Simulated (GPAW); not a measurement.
**B/Ag(100): simulated STM images**

Wanted: filled- and empty-state images of B/Ag(100), with its work function.

Main program and level: GPAW 26.7.0; GPAW, PAW setups; slab in vacuum, relaxation, in the first sound run; inputs show where later runs differ.

## 1. Starting point

The cell holds 5 atoms: 4 Ag and 1 B. Its edges and angles: a = 2.892 Å, b = 2.892 Å, c = 25.166 Å, α = 90.0°, β = 90.0°, γ = 90.0°. Vacuum lies along c.

As a file:

```
Ag B
1.0
     2.89207    0.00000    0.00000
     0.00000    2.89207    0.00000
     0.00000    0.00000   25.16557
Ag B
4 1
Direct
  0.50000 0.50000 0.35763
  0.00000 0.00000 0.43889
  0.50000 0.50000 0.52016
  0.00000 0.00000 0.60142
  0.50000 0.50000 0.64237
```

## 2. Relaxation

The atoms are relaxed first, since the surface dipole, and with it the work function, follows the positions of the outer layers. The lowest 2 atoms are held at bulk positions and keep their forces.

Contents of run.py:

```python
import json
import numpy as np
from ase import Atoms
from ase.constraints import FixAtoms
from ase.optimize import BFGS
from gpaw import GPAW, PW

slab = Atoms(
    ['Ag', 'Ag', 'Ag', 'Ag', 'B'],
    positions=[
        [1.44603, 1.44603, 9.00000],
        [0.00000, 0.00000, 11.04500],
        [1.44603, 1.44603, 13.09000],
        [0.00000, 0.00000, 15.13500],
        [1.44603, 1.44603, 16.16557]],
    cell=[[2.89207, 0.0, 0.0], [0.0, 2.89207, 0.0], [0.0, 0.0, 25.16557]],
    pbc=[True, True, False])

slab.calc = GPAW(mode=PW(500), xc='PBE', kpts={'size': (11, 11, 1), 'gamma': True},
                 occupations={'name': 'fermi-dirac', 'width': 0.1}, nbands='200%',
                 convergence={'density': 1e-05}, maxiter=200,
                 poissonsolver={'dipolelayer': 'xy'},
                 symmetry={'tolerance': 1e-3, 'extra_ids': [1, 1, 0, 0, 0]}, txt='slab.txt')
result = {}
slab.set_constraint(FixAtoms([0, 1]))
path = []
opt = BFGS(slab, maxstep=0.2)
opt.attach(lambda: path.append((slab.get_potential_energy(), slab.positions.tolist(), slab.get_forces().tolist())))
result['relaxed'] = bool(opt.run(fmax=0.03, steps=40))
result['path'] = path
energy = slab.get_potential_energy()
fermi = slab.calc.get_fermi_level()
v = slab.calc.get_electrostatic_potential().mean((0, 1)) - fermi
n = slab.calc.get_pseudo_density().mean((0, 1))
L = slab.cell[2, 2]
z = np.arange(len(v)) * L / len(v)
low, high = slab.positions[:, 2].min(), slab.positions[:, 2].max()
below, above = np.interp([low - 6.8, high + 6.8], z, v)
slopes = [np.interp(x, z, np.gradient(v, z)) for x in (low - 6.8, high + 6.8)]
eps = np.array([[slab.calc.get_eigenvalues(k, s) for k in range(len(slab.calc.get_ibz_k_points()))]
                for s in range(slab.calc.get_number_of_spins())]) - fermi
top, bottom = eps[eps < 0].max(), eps[eps > 0].min()
dipole = slab.get_dipole_moment()[2]
print(f'energy {energy:.4f} eV, Fermi level {fermi:.4f} eV, dipole {dipole:.5f} e A')
print(f'potential 6.8 A off the faces, from the Fermi level: lower {below:.4f} eV, upper {above:.4f} eV')
print(f'slope of the potential there: lower {slopes[0]:.5f}, upper {slopes[1]:.5f} eV/A')
print(f'nearest levels on the mesh: {top:.4f} and {bottom:.4f} eV')
print('magnetic moment', round(slab.get_magnetic_moment(), 3))
result.update(energy=energy, fermi=fermi, dipole=dipole, below=below, above=above, slopes=slopes, edges=[top, bottom],
              z=z.tolist(), v=v.tolist(), n=n.tolist(), positions=slab.positions.tolist(),
              forces=slab.get_forces(apply_constraint=False).tolist(), moments=slab.get_magnetic_moments().tolist())
json.dump(result, open('result.json', 'w'))
```

The run is started by

```bash
> OMP_NUM_THREADS=1 OPENBLAS_NUM_THREADS=1 python run.py
```

What it wrote:

```text
Step          Energy          fmax
BFGS:    0      -14.317961        1.025991
BFGS:    1      -14.337720        0.965264
BFGS:    2      -14.515452        0.419958
BFGS:    3      -14.544758        0.535712
BFGS:    4      -14.549578        0.508933
BFGS:    5      -14.571545        0.266967
BFGS:    6      -14.579667        0.097156
BFGS:    7      -14.581665        0.022499
energy -14.5562 eV, Fermi level 0.3903 eV, dipole -0.01347 e A
potential 6.8 A off the faces, from the Fermi level: lower 4.1321 eV, upper 4.4268 eV
slope of the potential there: lower -0.00004, upper 0.00001 eV/A
nearest levels on the mesh: -0.0213 and 0.0648 eV
magnetic moment 0.0
```

Elapsed: 21 min, on 1 thread of Arm Neoverse V2, shared host; peak memory 0.34 GiB.

Step by step:

| step | energy less that of the first step (eV) | largest force (eV/Å) |
| --- | --- | --- |
| 1 | 0.0000 | 1.0260 |
| 2 | -0.0198 | 0.9653 |
| 3 | -0.2009 | 0.4200 |
| 4 | -0.2310 | 0.5357 |
| 5 | -0.2363 | 0.5089 |
| 6 | -0.2597 | 0.2670 |
| 7 | -0.2679 | 0.0972 |
| 8 | -0.2698 | 0.0225 |

The atoms that moved most (Å):

| atom | dx | dy | dz | length |
| --- | --- | --- | --- | --- |
| Ag4 | 0.000 | 0.000 | 0.349 | 0.349 |
| B5 | 0.000 | 0.000 | -0.255 | 0.255 |
| Ag3 | 0.000 | 0.000 | 0.088 | 0.088 |

Final coordinates:

```cif
data_structure
_symmetry_space_group_name_H-M 'P 1'
_symmetry_Int_Tables_number 1
_cell_length_a 2.8921
_cell_length_b 2.8921
_cell_length_c 25.1656
_cell_angle_alpha 90.000
_cell_angle_beta 90.000
_cell_angle_gamma 90.000
_cell_volume 210.49
loop_
_atom_site_label
_atom_site_type_symbol
_atom_site_fract_x
_atom_site_fract_y
_atom_site_fract_z
_atom_site_occupancy
Ag1 Ag 0.50000 0.50000 0.35763 1
Ag2 Ag 0.00000 0.00000 0.43889 1
Ag3 Ag 0.50000 0.50000 0.52364 1
Ag4 Ag 0.00000 0.00000 0.61530 1
B5 B 0.50000 0.50000 0.63222 1
```

Numbers from this step:

```
dipole along the normal                    : -0.01347 e·Å
levels nearest the Fermi level on the mesh : -0.02135, 0.06479 eV from the Fermi level
upper work function                        : 4.427 eV
lower work function                        : 4.132 eV
```

The electrostatic potential energy of an electron (without an applied field's), less the Fermi level, planar mean oscillates, so the rows of the table below give means over windows of 1 Å about each position, cut where the curve ends. Its maxima inside the range that stand out by 2 % of the span (Å: eV): 10.0: -0.825, 12.1: -0.173, 14.3: 0.154. Its minima: 9.0: -17.2, 11.0: -17.4, 13.1: -17.5, 15.7: -25.7.

Electrostatic potential energy of an electron (without an applied field's), less the Fermi level, planar mean against z; means over each step:

z (Å), electrostatic potential energy of an electron (without an applied field's), less the Fermi level, planar mean (eV) and a bar from the least value:
```
        0        4.2 ##############################
        1        4.1 ##############################
        2        4.1 ##############################
        3        4.1 ##############################
        4        4.1 ##############################
        5        4.1 ##############################
        6        4.1 ##############################
        7        3.9 #############################
        8        0.1 ########################
        9      -13.4 #####
       10       -2.9 ####################
       11      -13.5 #####
       12       -2.4 ####################
       13      -12.8 ######
       14       -3.3 ###################
       15      -11.2 ########
       16      -16.9 
       17        2.0 ###########################
       18        4.3 ##############################
       19        4.4 ##############################
       20        4.4 ##############################
       21        4.4 ##############################
       22        4.4 ##############################
       23        4.4 ##############################
       24        4.4 ##############################
       25        4.4 ##############################
```

The pseudo valence density, planar mean by z:

z (Å), pseudo valence density, planar mean (e/Å³) and a bar:
```
      5.5       0.00 
      6.0       0.00 
      6.5       0.00 
      7.0       0.01 
      7.5       0.03 
      8.0       0.14 ##
      8.5       0.78 ##########
      9.0       2.16 ############################
      9.5       0.78 ##########
     10.0       0.28 ####
     10.5       0.70 #########
     11.0       2.21 ############################
     11.5       0.92 ############
     12.0       0.26 ###
     12.5       0.44 ######
     13.0       1.88 ########################
     13.5       1.36 #################
     14.0       0.29 ####
     14.5       0.23 ###
     15.0       0.91 ############
     15.5       2.35 ##############################
     16.0       0.96 ############
     16.5       0.28 ####
     17.0       0.08 #
     17.5       0.02 
     18.0       0.00 
     18.5       0.00 
     19.0       0.00 
     19.5       0.00
```

The relaxation lowered the energy of the cell by 0.270 eV (energies extrapolated to zero smearing; the optimiser's log prints free energies). The largest force left on a free atom is 0.022 eV/Å.

## 3. The slab's potential

With the geometry fixed, the planar mean of the potential gives the vacuum level on each side.

This step: GPAW, PAW setups; slab in vacuum (GPAW 26.7.0).

Changes to run.py since step 2:

```diff
@@ -3,4 +3,3 @@
 from ase import Atoms
-from ase.constraints import FixAtoms
-from ase.optimize import BFGS
+from ase.dft.stm import STM
 from gpaw import GPAW, PW
@@ -12,5 +11,5 @@
         [0.00000, 0.00000, 11.04500],
-        [1.44603, 1.44603, 13.09000],
-        [0.00000, 0.00000, 15.13500],
-        [1.44603, 1.44603, 16.16557]],
+        [1.44603, 1.44603, 13.17780],
+        [-0.00000, -0.00000, 15.48439],
+        [1.44603, 1.44603, 15.91028]],
     cell=[[2.89207, 0.0, 0.0], [0.0, 2.89207, 0.0], [0.0, 0.0, 25.16557]],
@@ -22,10 +21,4 @@
                  poissonsolver={'dipolelayer': 'xy'},
-                 symmetry={'tolerance': 1e-3, 'extra_ids': [1, 1, 0, 0, 0]}, txt='slab.txt')
+                 symmetry={'tolerance': 1e-3}, txt='slab.txt')
 result = {}
-slab.set_constraint(FixAtoms([0, 1]))
-path = []
-opt = BFGS(slab, maxstep=0.2)
-opt.attach(lambda: path.append((slab.get_potential_energy(), slab.positions.tolist(), slab.get_forces().tolist())))
-result['relaxed'] = bool(opt.run(fmax=0.03, steps=40))
-result['path'] = path
 energy = slab.get_potential_energy()
@@ -51,2 +44,16 @@
               forces=slab.get_forces(apply_constraint=False).tolist(), moments=slab.get_magnetic_moments().tolist())
+
+# Images need the states of the whole zone, up to time reversal
+slab.calc = slab.calc.fixed_density(symmetry={'point_group': False}, txt='states.txt', nbands='290%',
+                                    convergence={'bands': 'CBM+1.8'})
+stm = STM(slab)
+result['stm'] = []
+for bias in [-2.0, -1.0, 1.5]:
+    height = high + 3.0
+    current = stm.get_averaged_current(bias, height)
+    x, y, h = stm.scan(bias, current)
+    i, f = divmod(height / L * stm.ldos.shape[2], 1)
+    I = abs((1 - f) * stm.ldos[:, :, int(i)] + f * stm.ldos[:, :, int(i) + 1])
+    print(f'bias {bias} V: mean current at 3.0 A {current:.4e}, corrugation {np.ptp(h):.4f} A')
+    result['stm'].append(dict(bias=bias, current=current, h=(h - high).tolist(), I=I.tolist()))
 json.dump(result, open('result.json', 'w'))
```

What it wrote:

```text
energy -14.5562 eV, Fermi level 0.3904 eV, dipole -0.01361 e A
potential 6.8 A off the faces, from the Fermi level: lower 4.1318 eV, upper 4.4267 eV
slope of the potential there: lower 0.00003, upper 0.00001 eV/A
nearest levels on the mesh: -0.0213 and 0.0648 eV
magnetic moment 0.0
bias -2.0 V: mean current at 3.0 A 9.9100e-05, corrugation 0.0141 A
bias -1.0 V: mean current at 3.0 A 4.9609e-05, corrugation 0.0588 A
bias 1.5 V: mean current at 3.0 A 2.2894e-04, corrugation 0.7197 A
```

Run time: 13 min. Hardware: 1 thread; peak memory 1 GiB.

This step gave:

```
dipole along the normal : -0.01361 e·Å
corrugation -2          : 0.01412 Å
corrugation -1          : 0.05879 Å
corrugation 1.5         : 0.7197 Å
```

The electrostatic potential energy of an electron (without an applied field's), less the Fermi level, planar mean oscillates, so the rows of the table below give means over windows of 1 Å about each position, cut where the curve ends. Its maxima inside the range that stand out by 2 % of the span (Å: eV): 10.0: -0.825, 12.1: -0.173, 14.3: 0.154. Its minima: 9.0: -17.2, 11.0: -17.4, 13.1: -17.5, 15.7: -25.7.

The electrostatic potential energy of an electron (without an applied field's), less the Fermi level, planar mean by z; means over each step:

z (Å), electrostatic potential energy of an electron (without an applied field's), less the Fermi level, planar mean (eV) and a bar from the least value:
```
        0        4.2 ##############################
        1        4.1 ##############################
        2        4.1 ##############################
        3        4.1 ##############################
        4        4.1 ##############################
        5        4.1 ##############################
        6        4.1 ##############################
        7        3.9 #############################
        8        0.1 ########################
        9      -13.4 #####
       10       -2.9 ####################
       11      -13.5 #####
       12       -2.4 ####################
       13      -12.8 ######
       14       -3.3 ###################
       15      -11.2 ########
       16      -16.9 
       17        2.0 ###########################
       18        4.3 ##############################
       19        4.4 ##############################
       20        4.4 ##############################
       21        4.4 ##############################
       22        4.4 ##############################
       23        4.4 ##############################
       24        4.4 ##############################
       25        4.4 ##############################
```

Table of pseudo valence density, planar mean by z:

z (Å), pseudo valence density, planar mean (e/Å³) and a bar:
```
      5.5       0.00 
      6.0       0.00 
      6.5       0.00 
      7.0       0.01 
      7.5       0.03 
      8.0       0.14 ##
      8.5       0.78 ##########
      9.0       2.16 ############################
      9.5       0.78 ##########
     10.0       0.28 ####
     10.5       0.70 #########
     11.0       2.21 ############################
     11.5       0.92 ############
     12.0       0.26 ###
     12.5       0.44 ######
     13.0       1.88 ########################
     13.5       1.36 #################
     14.0       0.29 ####
     14.5       0.23 ###
     15.0       0.91 ############
     15.5       2.35 ##############################
     16.0       0.96 ############
     16.5       0.28 ####
     17.0       0.08 #
     17.5       0.02 
     18.0       0.00 
     18.5       0.00 
     19.0       0.00 
     19.5       0.00
```

Tip height over the top atom over a1 and a2. Sample bias -2 V, constant current at the mean current 3.0 Å over the top atom.

Ten even steps from '0' (2.994 Å) to '9' (3.008 Å):
```
886432000023468
766542211224566
445544333344554
234444444444443
122444566544422
002345677654320
001346777764310
001346777764310
002345677654320
122444566544422
234444444444443
445544333344554
766542211224566
886432000023468
987421000012478
```
Columns: a1 from 0 to 0.933; rows upwards: a2 from 0 to 0.933.

Local density of states summed over the bias window over a1 and a2. Sample bias -2 V, constant height 3.0 Å over the top atom.

Values in units of 1e-4 arbitrary, 15 rows by 15 columns:
```
1.0 1.0 1.0 1.0 1.0 1.0 1.0 1.0 1.0 1.0 1.0 1.0 1.0 1.0 1.0
1.0 1.0 1.0 1.0 1.0 1.0 1.0 1.0 1.0 1.0 1.0 1.0 1.0 1.0 1.0
1.0 1.0 1.0 1.0 1.0 1.0 1.0 1.0 1.0 1.0 1.0 1.0 1.0 1.0 1.0
1.0 1.0 1.0 1.0 1.0 1.0 1.0 1.0 1.0 1.0 1.0 1.0 1.0 1.0 1.0
1.0 1.0 1.0 1.0 1.0 1.0 1.0 1.0 1.0 1.0 1.0 1.0 1.0 1.0 1.0
1.0 1.0 1.0 1.0 1.0 1.0 1.0 1.0 1.0 1.0 1.0 1.0 1.0 1.0 1.0
1.0 1.0 1.0 1.0 1.0 1.0 1.0 1.0 1.0 1.0 1.0 1.0 1.0 1.0 1.0
1.0 1.0 1.0 1.0 1.0 1.0 1.0 1.0 1.0 1.0 1.0 1.0 1.0 1.0 1.0
1.0 1.0 1.0 1.0 1.0 1.0 1.0 1.0 1.0 1.0 1.0 1.0 1.0 1.0 1.0
1.0 1.0 1.0 1.0 1.0 1.0 1.0 1.0 1.0 1.0 1.0 1.0 1.0 1.0 1.0
1.0 1.0 1.0 1.0 1.0 1.0 1.0 1.0 1.0 1.0 1.0 1.0 1.0 1.0 1.0
1.0 1.0 1.0 1.0 1.0 1.0 1.0 1.0 1.0 1.0 1.0 1.0 1.0 1.0 1.0
1.0 1.0 1.0 1.0 1.0 1.0 1.0 1.0 1.0 1.0 1.0 1.0 1.0 1.0 1.0
1.0 1.0 1.0 1.0 1.0 1.0 1.0 1.0 1.0 1.0 1.0 1.0 1.0 1.0 1.0
1.0 1.0 1.0 1.0 1.0 1.0 1.0 1.0 1.0 1.0 1.0 1.0 1.0 1.0 1.0
```
Columns: a1 from 0 to 0.933; rows upwards: a2 from 0 to 0.933.

(Continued in part 2 of 2.)

[Logs are printed without paths, hosts, clocks, repeated set-up lines and the standing remarks that a program may print on its own settings, such as how far it seeks lower states.]

[Hosts, paths, dates, database ids (printed as entryN), source tags and the programs' standing remarks are cut or masked in the printed files.]
